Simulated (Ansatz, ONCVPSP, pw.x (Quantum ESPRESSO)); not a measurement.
# Which P potential is closest to all-electron in the sc crystal?

All use PBE, scalar-relativistic, no spin, cutoffs from each file’s atomic test, pw.x 7.5; 13³ k-points, Fermi–Dirac smearing 0.01 Ry. Δ is the rms difference from all-electron LAPW of the E(V) curves that follow from fits to the pressures, over ±6 % in volume. Mesh and smearing are coarse and serve the comparison alone. The files are a selection: those with a ghost or negative overlap were mostly not run, and those with noisy or unconverged pressures or nearly equal Δ are left out.

All-electron: a0 = 2.447 Å (V0 = 14.66 Å³/atom), B0 = 113.3 GPa.

Q: Rank them by Δ, smallest first.
A. optimised norm-conserving Vanderbilt (ONCV), ONCVPSP 4.0.1.1 (patched build), PBE; core [Ne], reference 3s2 3p1; waves: 3s: rc 1.30 bohr, ncon 3, nbas 6, qcut 5.1 1/bohr, 1 projector; 3p: rc 1.65 bohr, ncon 4, nbas 7, qcut 4.2 1/bohr, 1 projector; d scattering state at 0.25 Ha: rc 1.50 bohr, ncon 4, nbas 7, qcut 6.8 1/bohr, 1 projector; local part: polynomial inside 1.05 bohr (lpopt 2, dvloc0 0 Ha); core correction: Teter function, fcfact 3.5, rcfact 1.15. In the d channel the program set the typed energies aside and used 0.050 Ha.
B. optimised norm-conserving Vanderbilt (ONCV), ONCVPSP 4.0.1.1 (patched build), PBE; core [Ne], reference 3s2 3p3; waves: 3s: rc 1.60 bohr, ncon 4, nbas 7, qcut 3.4 1/bohr, local; 3p: rc 2.05 bohr, ncon 4, nbas 7, qcut 3.3 1/bohr, 1 projector; d scattering state at 0.08 Ha: rc 1.60 bohr, ncon 4, nbas 8, qcut 5.7 1/bohr, 3 projectors, debl 2.5 Ha; local part: the s channel; core correction: Teter function, fcfact 1.75, rcfact 1.75.
C. optimised norm-conserving Vanderbilt (ONCV), ONCVPSP 4.0.1.1 (patched build), PBE; core [Ne], reference 3s2 3p3; waves: 3s: rc 1.40 bohr, ncon 3, nbas 6, qcut 4.5 1/bohr, 3 projectors, debl 3.4 Ha; 3p: rc 1.65 bohr, ncon 5, nbas 9, qcut 5.7 1/bohr, 1 projector; d scattering state at 0.04 Ha: rc 1.55 bohr, ncon 4, nbas 8, qcut 6.1 1/bohr, 3 projectors, debl 2.7 Ha; local part: polynomial inside 0.90 bohr (lpopt 3, dvloc0 -1 Ha); core correction: Teter function, fcfact 5.25, rcfact 1.2.
D. optimised norm-conserving Vanderbilt (ONCV), ONCVPSP 4.0.1.1 (patched build), PBE; core [Ne], reference 3s2 3p3; waves: 3s: rc 1.60 bohr, ncon 4, nbas 8, qcut 4.8 1/bohr, 2 projectors, debl 2.5 Ha; 3p: rc 1.75 bohr, ncon 3, nbas 7, qcut 4.8 1/bohr, 2 projectors, debl 1.4 Ha; d scattering state at 0.03 Ha: rc 1.75 bohr, ncon 5, nbas 10, qcut 5.7 1/bohr, 1 projector; local part: polynomial inside 1.05 bohr (lpopt 5, dvloc0 4 Ha); core correction: Teter function fitted to the true core (icmod 2), fcfact 0.6.

A: D (0.4 meV/atom), C (1.2 meV/atom), A (2.0 meV/atom), B (3.5 meV/atom).
